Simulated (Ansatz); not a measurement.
# Dielectric response of NaI (001) films, part 4 of 4

Wanted: ε of rocksalt NaI (001) by finite fields on slabs, and the band edges against the vacuum where run.

Ansatz 0.2.0; plane-wave DFT, PBEsol, Ansatz PAW (the session's first sound run).

So far, gap on the k-mesh (eV): step 2 (relaxation, 6 atoms, units 3) 3.73; step 13 (single point, 10 atoms, units 5, field -0.1 V/Å) 3.52; step 15 (relaxing in the field, 10 atoms, units 5, field 0.05 V/Å) 3.64; step 16 (field on, atoms free, 10 atoms, units 5, field -0.05 V/Å) 3.64; step 18 (relaxation, 16 atoms, units 8) 3.60.

## Step 20: The relaxed film, single point, 16 atoms, units 8

The next thickness, treated alike, so that differences show the interior and the faces cancel.

Input file input.yaml:

```yaml
crystal:
  lattice:
    - [4.57498087, 0.0, 0.0]
    - [0.0, 4.57498087, 0.0]
    - [0.0, 0.0, 40.645]
  atoms:
    - { symbol: Na, position: [0.5, 0.5, 0.2281634619] }
    - { symbol: I, position: [0.0, 0.0, 0.2238468389] }
    - { symbol: Na, position: [0.0, 0.0, 0.3025873761] }
    - { symbol: I, position: [0.5, 0.5, 0.3046390217] }
    - { symbol: Na, position: [0.5, 0.5, 0.3828462588] }
    - { symbol: I, position: [0.0, 0.0, 0.3819861843] }
    - { symbol: Na, position: [0.0, 0.0, 0.4604909477] }
    - { symbol: I, position: [0.5, 0.5, 0.460960082] }
    - { symbol: Na, position: [0.5, 0.5, 0.5395090546] }
    - { symbol: I, position: [0.0, 0.0, 0.5390399032] }
    - { symbol: Na, position: [0.0, 0.0, 0.6171537436] }
    - { symbol: I, position: [0.5, 0.5, 0.618013809] }
    - { symbol: Na, position: [0.5, 0.5, 0.6974126284] }
    - { symbol: I, position: [0.0, 0.0, 0.6953609804] }
    - { symbol: Na, position: [0.0, 0.0, 0.7718365426] }
    - { symbol: I, position: [0.5, 0.5, 0.7761531669] }
kpoints:
  mp_grid: { grid: [6, 6, 1] }
hamiltonian:
  xc: pbesol
scf:
  occupations: { method: fixed }
  convergence: { dr2_threshold: 1.0e-09 }
efield:
  axis: 3
  dipole_correction: true
  ramp_position: 0.97
  ramp_width: 0.06
output:
  eigenvalues: true
  dos: { projected: true, e_range: [-7, 7] }
  write_potential: true
  write_density: true
  volumetric_format: npy
checkpoint:
  write: end8.run
  compress: false
  write_wavefunctions: false
```

Started as:

```bash
> ansatz run input.yaml --threads 4 --pin off --max-ram 12288MiB --backend cpu --events-out ev --progress --plain --runs-dir out
```

Numbers of over 12 decimals in the logs are rounded to 6 here.

What it wrote:

```text
[...]
Crystal: 16 atoms, lattice volume = 850.718 Å³
Basis set: ecut = 420 eV, 16655 PW (Γ)
Bands: 125, of which v1, the nominal top of the filled ones, is band 104 counted from 1 (103 counted from 0)
Symmetry: 8 space group operations
k-points: 10 of 36
[...]
k-point 1: bands = [... 100 lower, -0.3519, -0.3401, -0.3370, -0.2709, 3.9401, 4.0159, 4.2765, 4.6117, ... 17 higher]
  k-point 2: bands = [... 100 lower, -0.4830, -0.4371, -0.3938, -0.3612, 4.7546, 4.7595, 4.8713, 4.8988, ... 17 higher]
  k-point 9: bands = [... 100 lower, -1.0108, -1.0108, -0.7568, -0.7568, 4.2702, 4.2703, 4.4931, 4.4931, ... 17 higher]
[key lines of the parts left out:]
SCF converged after 9 iterations
Free energy (F): -71285.124268 eV
Fermi energy:    -0.246189 eV
Dipole field:    D = 0.000002 V/Å  (p = 0.000007 e·Å, saw-weighted, corrected)
Work function:   Φ+ = 5.8817 eV   Φ− = 5.8817 eV
```

It took 48 s on 4 threads of Arm Neoverse V1, shared host; peak memory 2.6 GiB.

Running mean over 3.235 Å of the planar mean; the ramp of the sawtooth is left out. Electron's electrostatic potential energy less the highest filled level against z:

```csv
z (Å),electron's electrostatic potential energy less the highest filled level (eV)
4,5.88
6,5.81
8,2.32
10,1.20
12,1.23
14,1.23
16,1.27
18,1.24
20,1.18
22,1.27
24,1.19
26,1.22
28,1.25
30,0.992
32,1.38
34,5.44
36,5.88
```

The gap is 3.60 eV, with the valence edge 5.88 eV and the conduction edge 2.28 eV under the upper vacuum level.

## Step 21: Atoms held, 16 atoms, units 8, field 0.1 V/Å

input.yaml, as its differences from that of step 20:

```diff
@@ -28,3 +28,3 @@
   occupations: { method: fixed }
-  convergence: { dr2_threshold: 1.0e-09 }
+  convergence: { dr2_threshold: 1.0e-10 }
 efield:
@@ -34,5 +34,4 @@
   ramp_width: 0.06
+  amplitude: 0.1
 output:
-  eigenvalues: true
-  dos: { projected: true, e_range: [-7, 7] }
   write_potential: true
@@ -40,5 +39 @@
   volumetric_format: npy
-checkpoint:
-  write: end8.run
-  compress: false
-  write_wavefunctions: false
```

What it wrote:

```text
[...]
Crystal: 16 atoms, lattice volume = 850.718 Å³
Basis set: ecut = 420 eV, 16655 PW (Γ)
Bands: 125, of which v1, the nominal top of the filled ones, is band 104 counted from 1 (103 counted from 0)
Symmetry: 8 space group operations
k-points: 10 of 36
[...]
k-point 0: bands = [... 100 lower, -0.2654, -0.2269, -0.0813, -0.0813, 3.1701, 3.6061, 3.9488, 4.2104, ... 17 higher]
  k-point 1: bands = [... 100 lower, -0.2848, -0.2639, -0.1771, -0.0899, 3.6854, 4.1101, 4.3370, 4.5608, ... 17 higher]
  k-point 2: bands = [... 100 lower, -0.4061, -0.2930, -0.2815, -0.1144, 4.4358, 4.6968, 4.8547, 4.9817, ... 17 higher]
  k-point 9: bands = [... 100 lower, -0.9461, -0.8931, -0.8931, -0.4347, 4.0267, 4.2912, 4.4892, 4.5918, ... 17 higher]
[key lines of the parts left out:]
SCF converged after 11 iterations
Free energy (F): -71285.134935 eV
Fermi energy:    -0.081313 eV
Dipole field:    D = 0.045380 V/Å  (p = 0.213347 e·Å, saw-weighted, corrected)
```

It took 51 s on 4 threads; peak memory 2.6 GiB; 3.3 min of CPU time.

The dipole is 0.213 e·Å, and the gap on the mesh 3.251 eV.

## Step 22: Single point, 16 atoms, units 8, field -0.1 V/Å

input.yaml, as its differences from that of step 21:

```diff
@@ -34,3 +34,3 @@
   ramp_width: 0.06
-  amplitude: 0.1
+  amplitude: -0.1
 output:
```

What it wrote:

```text
[...]
Crystal: 16 atoms, lattice volume = 850.718 Å³
Basis set: ecut = 420 eV, 16655 PW (Γ)
Bands: 125, of which v1, the nominal top of the filled ones, is band 104 counted from 1 (103 counted from 0)
Symmetry: 8 space group operations
k-points: 10 of 36
[...]
k-point 0: bands = [... 100 lower, -0.2654, -0.2269, -0.0813, -0.0813, 3.1701, 3.6061, 3.9488, 4.2104, ... 17 higher]
  k-point 1: bands = [... 100 lower, -0.2848, -0.2639, -0.1771, -0.0899, 3.6854, 4.1101, 4.3370, 4.5608, ... 17 higher]
  k-point 2: bands = [... 100 lower, -0.4061, -0.2930, -0.2815, -0.1144, 4.4358, 4.6968, 4.8547, 4.9817, ... 17 higher]
  k-point 9: bands = [... 100 lower, -0.9461, -0.8931, -0.8931, -0.4347, 4.0267, 4.2912, 4.4892, 4.5918, ... 17 higher]
[key lines of the parts left out:]
SCF converged after 11 iterations
Free energy (F): -71285.134935 eV
Fermi energy:    -0.081309 eV
Dipole field:    D = -0.045380 V/Å  (p = -0.213347 e·Å, saw-weighted, corrected)
```

The job ended after 51 s (4 threads; peak memory 2.6 GiB; 3.3 min of CPU time).

The dipole is -0.213 e·Å, and the gap on the mesh 3.251 eV.

## Step 23: Response with the atoms held, 16 atoms, units 8

This step: plane-wave DFT, PBEsol, Ansatz PAW; response to a field along the normal, atoms held (Ansatz 0.2.0).

Local field over the applied field, running mean. From the potentials at -0.1 and 0.1 V/Å; running mean over 3.235 Å, taken twice. Table of local field over applied field by z:

```csv
z (Å),local field over applied field
5,0.969
6,0.882
7,0.720
8,0.524
9,0.371
10,0.298
11,0.286
12,0.289
13,0.290
14,0.288
15,0.289
16,0.290
17,0.291
18,0.291
19,0.290
20,0.290
21,0.290
22,0.290
23,0.291
24,0.291
25,0.289
26,0.288
27,0.289
28,0.290
29,0.288
30,0.286
31,0.315
32,0.416
33,0.593
34,0.785
35,0.922
36,0.983
```

The induced dipole is that of a conductor 18.44 Å thick.

## Step 24: Relaxing in the field, 16 atoms, units 8, field 0.05 V/Å

This step: plane-wave DFT, PBEsol, Ansatz PAW (Ansatz 0.2.0).

The same pair of relaxations in the field for this thickness.

input.yaml, as its differences from that of step 22:

```diff
@@ -34,3 +34,6 @@
   ramp_width: 0.06
-  amplitude: -0.1
+  amplitude: 0.05
+relax:
+  f_tol: 0.0006
+  max_steps: 70
 output:
```

What it wrote:

```text
[...]
Crystal: 16 atoms, lattice volume = 850.718 Å³
Basis set: ecut = 420 eV, 16655 PW (Γ), exchange–correlation on 64×64×576 points (8 copies of the dense FFT grid, shifted against one another)
Bands: 125, of which v1, the nominal top of the filled ones, is band 104 counted from 1 (103 counted from 0)
Symmetry: 8 space group operations
k-points: 10 of 36
[...]
- { symbol: Na, position: [0, 0.0, 0.460600] }
    - { symbol: I, position: [0.5, 0.5, 0.460877] }
    - { symbol: Na, position: [0.5, 0.5, 0.539594] }
    - { symbol: I, position: [0, 0.0, 0.538947] }
    - { symbol: Na, position: [0, 0.0, 0.617250] }
    - { symbol: I, position: [0.5, 0.5, 0.617882] }
    - { symbol: Na, position: [0.5, 0.5, 0.697439] }
    - { symbol: I, position: [0, 0.0, 0.695289] }
    - { symbol: Na, position: [0, 0.0, 0.771971] }
    - { symbol: I, position: [0.5, 0.5, 0.775944] }
[key lines of the parts left out:]
SCF converged after 7 iterations
Free energy (F): -71285.127562 eV
Fermi energy:    -0.231210 eV
Dipole field:    D = 0.027712 V/Å  (p = 0.130282 e·Å, saw-weighted, corrected)
```

Wall time 93 s (4 threads); peak memory 2.4 GiB; 6.1 min of CPU time.

The relaxation took 3 steps and lowered the energy by 5.9e-4 eV; the largest force on the free atoms ends at 5.5e-4 eV/Å.

The dipole is 0.130 e·Å, and the gap on the mesh 3.566 eV.

## Step 25: Relaxing in the field, 16 atoms, units 8, field -0.05 V/Å

The opposite sign, again from the field-free geometry; the difference of the two cancels what relaxes without a field.

input.yaml, as its differences from that of step 24:

```diff
@@ -34,3 +34,3 @@
   ramp_width: 0.06
-  amplitude: 0.05
+  amplitude: -0.05
 relax:
```

What it wrote:

```text
[...]
Crystal: 16 atoms, lattice volume = 850.718 Å³
Basis set: ecut = 420 eV, 16655 PW (Γ), exchange–correlation on 64×64×576 points (8 copies of the dense FFT grid, shifted against one another)
Bands: 125, of which v1, the nominal top of the filled ones, is band 104 counted from 1 (103 counted from 0)
Symmetry: 8 space group operations
k-points: 10 of 36
[...]
- { symbol: Na, position: [0, 0.0, 0.460406] }
    - { symbol: I, position: [0.5, 0.5, 0.461053] }
    - { symbol: Na, position: [0.5, 0.5, 0.539400] }
    - { symbol: I, position: [0, 0.0, 0.539123] }
    - { symbol: Na, position: [0, 0.0, 0.617025] }
    - { symbol: I, position: [0.5, 0.5, 0.618096] }
    - { symbol: Na, position: [0.5, 0.5, 0.697305] }
    - { symbol: I, position: [0, 0.0, 0.695399] }
    - { symbol: Na, position: [0, 0.0, 0.771664] }
    - { symbol: I, position: [0.5, 0.5, 0.776305] }
[key lines of the parts left out:]
SCF converged after 7 iterations
Free energy (F): -71285.127562 eV
Fermi energy:    -0.231208 eV
Dipole field:    D = -0.027711 V/Å  (p = -0.130281 e·Å, saw-weighted, corrected)
```

Elapsed: 92 s, on 4 threads; peak memory 2.4 GiB; 6 min of CPU time.

The relaxation took 3 steps and lowered the energy by 5.9e-4 eV; the largest force on the free atoms ends at 5.5e-4 eV/Å.

The dipole is -0.130 e·Å, and the gap on the mesh 3.566 eV.

## Step 26: Response with the atoms relaxed, 16 atoms, units 8

This step: plane-wave DFT, PBEsol, Ansatz PAW; response to a field along the normal, atoms relaxed (Ansatz 0.2.0).

Local field over the applied field, running mean. From the potentials at -0.05 and 0.05 V/Å; running mean over 3.235 Å, taken twice. Local field over applied field against z:

```csv
z (Å),local field over applied field
5,0.931
6,0.847
7,0.638
8,0.421
9,0.227
10,0.139
11,0.108
12,0.109
13,0.143
14,0.160
15,0.162
16,0.142
17,0.136
18,0.135
19,0.147
20,0.148
21,0.147
22,0.142
23,0.136
24,0.137
25,0.136
26,0.162
27,0.161
28,0.150
29,0.0924
30,0.106
31,0.159
32,0.331
33,0.490
34,0.704
35,0.878
36,0.969
```

The induced dipole is that of a conductor 22.53 Å thick.

## Step 27: Electronic ε from the series

This step: plane-wave DFT, PBEsol, Ansatz PAW; permittivity from the thickness series, atoms held (Ansatz 0.2.0).

Each added layer adds t(1 − 1/ε) to the dipole term, so the slope against thickness gives ε without a choice of where the film ends.

This step gave:

```
slope                : 0.7085
intercept of the fit : 2.538 Å
ε of the interior    : 3.430
```

Equivalent conductor thickness against distance between the outer atoms:

```csv
distance between the outer atoms (Å),equivalent conductor thickness (Å)
6.48,7.13
12.88,11.7
22.45,18.4
```

By hand, from the thinnest and the thickest film: slope = (18.445 − 7.130) / (22.448 − 6.476) = 0.708, so ε = 1/(1 − 0.708) = 3.43.

## Step 28: Static ε from the series

This step: plane-wave DFT, PBEsol, Ansatz PAW; permittivity from the thickness series, atoms relaxed (Ansatz 0.2.0).

The same fit for the relaxed films. The nearer its slope lies to 1, the more ε hangs on small errors.

This step gave:

* slope: 0.8467
* intercept of the fit: 3.504 Å
* ε of the interior: 6.522

Equivalent conductor thickness against distance between the outer atoms:

```csv
distance between the outer atoms (Å),equivalent conductor thickness (Å)
6.47,9.01
12.88,14.4
22.45,22.5
```

By hand, from the thinnest and the thickest film: slope = (22.527 − 9.013) / (22.446 − 6.475) = 0.846, so ε = 1/(1 − 0.846) = 6.50. One nm of such a film has the capacitance of 3.9/6.50 = 0.60 nm of SiO₂ (its equivalent oxide thickness).

## Step 29: A changed input: hamiltonian.xc = "revpbe"

This step: plane-wave DFT, PBEsol, Ansatz PAW, but for the change named below (Ansatz 0.2.0).

System of this step: NaI (001), 3 units. The cell holds 6 atoms: 3 Na and 3 I. Cell: a = 4.575 Å, b = 4.575 Å, c = 24.470 Å, α = 90.0°, β = 90.0°, γ = 90.0°. It derives from NaI (rocksalt NaI). Vacuum lies along c.

A run with a changed input: it repeats the earlier run at 0.1 V/Å, 3 units with hamiltonian.xc from pbesol to revpbe.

input.yaml, the sections that differ from step 25:

```yaml
crystal:
  lattice:
    - [4.57498087, 0.0, 0.0]
    - [0.0, 4.57498087, 0.0]
    - [0.0, 0.0, 24.47]
  atoms:
    - { symbol: Na, position: [0.5, 0.5, 0.3731371911] }
    - { symbol: I, position: [0.0, 0.0, 0.367675752] }
    - { symbol: Na, position: [0.0, 0.0, 0.4999999904] }
    - { symbol: I, position: [0.5, 0.5, 0.500000026] }
    - { symbol: Na, position: [0.5, 0.5, 0.6268627909] }
    - { symbol: I, position: [0.0, 0.0, 0.6323242496] }
hamiltonian:
  xc: revpbe
efield:
  axis: 3
  dipole_correction: true
  ramp_position: 0.9685
  ramp_width: 0.063
  amplitude: 0.1
# kpoints, scf, output: as in step 25
# relax: removed
```

What it wrote:

```text
[...]
Crystal: 6 atoms, lattice volume = 512.168 Å³
Basis set: ecut = 420 eV, 10041 PW (Γ)
Bands: 47, of which v1, the nominal top of the filled ones, is band 39 counted from 1 (38 counted from 0)
Symmetry: 8 space group operations
k-points: 10 of 36
[...]
SCF iter  11: F=-27030.934554 eV  HF=-27030.934554 eV  |F-HF|=3.02e-10  |Δ(HF+E_count)|=   1.67e-9  Δρ=1.05e-7  dr2=3.91e-11  ethr=1.00e-12  p=0.082 e·Å  D=2.89e-2 V/Å  ΔV_dip=-0.71 eV  dr2_dipole=9.45e-13  V_vac-E_F(+/−)=6.55/5.03 eV  ⟨swp⟩=20.4  Hψ=2862  notcnv=0
SCF 1 converged in 11 iterations: F = -27030.934554 eV  dr2 = 3.91e-11
[...]
SCF converged after 11 iterations
[...]
Free energy (F): -27030.934554 eV
[...]
Internal energy: -27030.934554 eV  (E = F + TS)
E sigma→0 (E₀):  -27030.934554 eV
Fermi energy:    -2.275464 eV
Dipole field:    D = 0.028863 V/Å  (p = 0.081693 e·Å, saw-weighted, corrected)
Work function:   not extracted (applied field tilts the vacuum); planar V_es + V_field profile in the machine report
[...]
--- Band table (eV; the first three rows and the last of 10) ---
  k-point 0: bands = [... 35 lower, -2.5205, -2.4831, -2.2755, -2.2755, 1.6207, 2.2349, 2.7845, 3.0079, ... 4 higher]
  k-point 1: bands = [... 35 lower, -2.5762, -2.4973, -2.3813, -2.2757, 2.0921, 2.5174, 3.1187, 3.2257, ... 4 higher]
  k-point 2: bands = [... 35 lower, -2.6064, -2.4874, -2.4644, -2.2831, 2.7950, 3.1479, 3.3089, 3.7589, ... 4 higher]
  k-point 9: bands = [... 35 lower, -3.1100, -3.1100, -2.7880, -2.5674, 2.4487, 2.9931, 3.0562, 3.8633, ... 4 higher]
```

Elapsed: 7.7 s, on 4 threads; peak memory 0.9 GiB; 30 s of CPU time.

This step gave:

```
gap on the k-mesh       : 3.896 eV
dipole along the normal : 0.08169 e·Å
```

```csv
quantity,this run,earlier run,difference
dipole along the normal (e·Å),0.08169,0.08247,-7.7e-4
gap on the k-mesh (eV),3.896,3.686,0.21
```

What moves beyond 0.01 in its unit (for the dipole 0.5 % and 5e-5 e·Å): gap on the k-mesh (+0.21 eV) and dipole along the normal (-0.000774 e·Å).

## Step 30: A changed input

This step: plane-wave DFT, PBEsol, Ansatz PAW (Ansatz 0.2.0).

An input spoilt on purpose, to show how the run answers: it repeats the earlier run at 0.1 V/Å, 3 units with kpoints.mp_grid.kspacing to 0.3, and scf.max_iter set to 50.

input.yaml, as its differences from that of step 29:

```diff
@@ -13,5 +13,5 @@
 kpoints:
-  mp_grid: { grid: [6, 6, 1] }
+  mp_grid: { grid: [6, 6, 1], kspacing: 0.3 }
 hamiltonian:
-  xc: revpbe
+  xc: pbesol
 scf:
@@ -19,2 +19,3 @@
   convergence: { dr2_threshold: 1.0e-10 }
+  max_iter: 50
 efield:
```

What it wrote:

```text
Error: invalid value for `kpoints.mp_grid.kspacing`: mutually exclusive with `grid` — set one or the other
```

Elapsed: 0.11 s, on 4 threads; peak memory 0.082 GiB.

The program refused the input before any cycle.

The program's message: “Error: invalid value for `kpoints.mp_grid.kspacing`: mutually exclusive with `grid` — set one or the other”

The fault put into the input: a mesh and a spacing both set.

## Step 31: What came out

| Item | Value |
| --- | --- |
| electronic ε from the thickness series | 3.43 |
| static ε from the thickness series | 6.52 |
| local electronic ε, middle of 8 units | 3.45 |

The films give an electronic ε of 3.43 and a static ε of 6.52. The slope of the series and the field inside the thickest film give 3.43 and 3.45, in agreement. Ions raise ε from 3.43 to 6.52. The in-plane lattice constants are held at typed bulk values. Semilocal functionals tend to overestimate the electronic ε a little.

[Logs are printed without paths, hosts, clocks, repeated set-up lines and the standing remarks that a program may print on its own settings, such as how far it seeks lower states.]

[Hosts, paths, dates, database ids (printed as entryN), source tags and the programs' standing remarks are cut or masked in the printed files.]

[Maps of the electrostatic potential energy from Ansatz leave out the sawtooth potential of an applied field or a dipole correction, so their vacuum need not be flat; planar profiles and work functions include it.]
